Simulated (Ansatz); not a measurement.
**Sb: one input, then a changed one**

The cell comes from COD entry 9013011, which wasn't checked; take it as a given geometry. The listed cell was then made from it by scaling, straining or moving an atom.

First run: DFT, PBE, PAW with Ansatz's default frozen-core files, scalar-relativistic (Ansatz 0.2.0).

Command: `ansatz run input.yaml --threads 1 --pin off --max-ram 2048MiB --backend cpu --events-out ev --progress --plain --runs-dir out` The run took about 16 s on 1 thread of a shared machine.

```yaml
crystal:
  lattice:
    - [3.2963613365, 0.0, 0.0]
    - [-1.6481806682, 2.8547326575, 0.0]
    - [0.0, 0.0, 5.1771681051]
  atoms:
    - { symbol: Sb, position: [0.3333333333, 0.6666666667, 0.25] }
    - { symbol: Sb, position: [0.6666666667, 0.3333333333, 0.75] }
kpoints:
  mp_grid: { grid: [11, 11, 7] }
scf:
  occupations: { method: fermi_dirac, width: 0.05 }
hamiltonian:
  xc: pbe
  pseudopotentials: { kind: paw }
output:
  forces: true
  stress: true
  efg: { contact_densities: true }
relax:
  f_tol: 0.005
  max_steps: 80
  cell: {}
```

Result: converged; relaxed volume 27.400 Å³/atom; 32 SCF iterations in all.

Spin–orbit coupling is left out, though it moves levels of the heavy atoms by tenths of an eV or more.

The input is then changed:

```diff
@@ -12,5 +12,5 @@
   occupations: { method: fermi_dirac, width: 0.05 }
 hamiltonian:
-  xc: pbe
+  xc: r2scan
   pseudopotentials: { kind: paw }
 output:
```

Question: What does the second run give?

Answer: It converged; relaxed volume 27.010 Å³/atom; 28 SCF iterations in all.

The results part of its log:

```
basis re-selected at this cell: Δ(F+E_penalty+E_count) = -5.649e-4 eV, ΔP = +0.009 GPa vs the last step (what re-selecting the basis moved, of the pressure what is left beyond the Pulay correction that the steps carried, after the strain that the cell walked since its last selection, with what the two solves' SCF thresholds leave and, on support functions, any second-order correction that the steps lacked; it is no measure of the basis error at this ecutwfc). This SCF's stress stands 4.94e-2 GPa from its target on what of the cell is left free (relax.cell.stress_tol is 5.00e-2 GPa) and its largest allowed force component is 6.01e-17 eV/Å (relax.f_tol is 5.00e-3 eV/Å): within both
SCF converged after 6 iterations
Free energy (F): -12997.397874 eV
Harris-Foulkes:  -12997.397874 eV  (|F-HF|=1.64e-11)
Internal energy: -12997.385468 eV  (E = F + TS)
E sigma→0 (E₀):  -12997.391671 eV
Entropy (-TS):   -0.012406 eV (-6.203 meV/atom)
Fermi energy:    11.637873 eV
--- Per-component energies (eV) ---
  E_band       = -311.569077
  E_kinetic    = 411.300179
  E_local      = -2873.663017  (includes V_loc(G=0)·N_el)
  E_nonlocal   = 724.390479
  E_hartree    = 1313.750076
  E_xc         = -254.249561
  E_vxc        = -205.459179  (∫ρ·V_xc dr)
  E_paw        = -9201.812413  (= ΣΔE_a)
  E_vpaw       = -1009.769881  (= ΣTr[D̂ρ^β])
  E_aug_tail   = -0.000001  (compensation charges beyond the density's cutoff)
  E_vtau       = 14.132177  (kinetic-family band-sum trace: ∫τ·v_τ [+ j·A + Jᵃ·Aᵃ] dr)
  E_ewald      = -3118.113283
  E_core_change = 1.012074  (= ΣΔE_core)
  E_smearing   = -0.012406  (= −TS)
  E_closure    = 0.000000  (closes the sum)
  Σ components = -12997.397874   (vs F -12997.397874, Δ=0.00e0)
--- Forces (eV/Å), atoms counted from 1 ---
  atom   1  Sb     0.00000000    -0.00000000    -0.00000000
  atom   2  Sb     0.00000000     0.00000000     0.00000000
  max |Σ_I F_I| component: 1.39e-17 eV/Å
--- Stress (GPa, compression-positive) ---
        0.049434       0.000000       0.000000
        0.000000       0.049434      -0.000000
        0.000000      -0.000000       0.006173
  P = ⅓ Tr σ = 0.0350 GPa (0.350 kbar)
--- PAW observables at the nuclei: V_zz in 10²¹ V/m², potentials from the cell's mean, atoms counted from 1 ---
  atom   1  Sb V_zz =    +2.292421   η = 0.0000   by run symmetry: allowed
            electrostatic potential = -8411.756464 V   contact ρ = 1349302.915546 e/Å³
  atom   2  Sb V_zz =    +2.292421   η = 0.0000   by run symmetry: allowed
            electrostatic potential = -8411.756464 V   contact ρ = 1349302.915546 e/Å³
--- Relaxed structure (4 steps of the walk, 4 accepted, 1 SCFs on fresh bases) ---
  F+E_penalty+E_count = -12997.39787385 eV   max|allowed force component| = 6.014e-17 eV/Å   (the final SCF, on the basis selected at the relaxed cell)
  cell:  # Å, volume = 54.0197 Å³
    - [3.4105395539567387, -2.986748530157884e-11, -1.1588303587778252e-33]
    - [-1.7052697769525036, 2.953613894353118, 1.5829917087495674e-33]
    - [-1.82002485776137e-33, 1.82002485776137e-33, 5.362597863830947]
  atoms:
    - { symbol: Sb, position: [0.33333333333333326, 0.6666666666666666, 0.25000000000000006] }
    - { symbol: Sb, position: [0.6666666666666665, 0.3333333333333333, 0.75] }
```
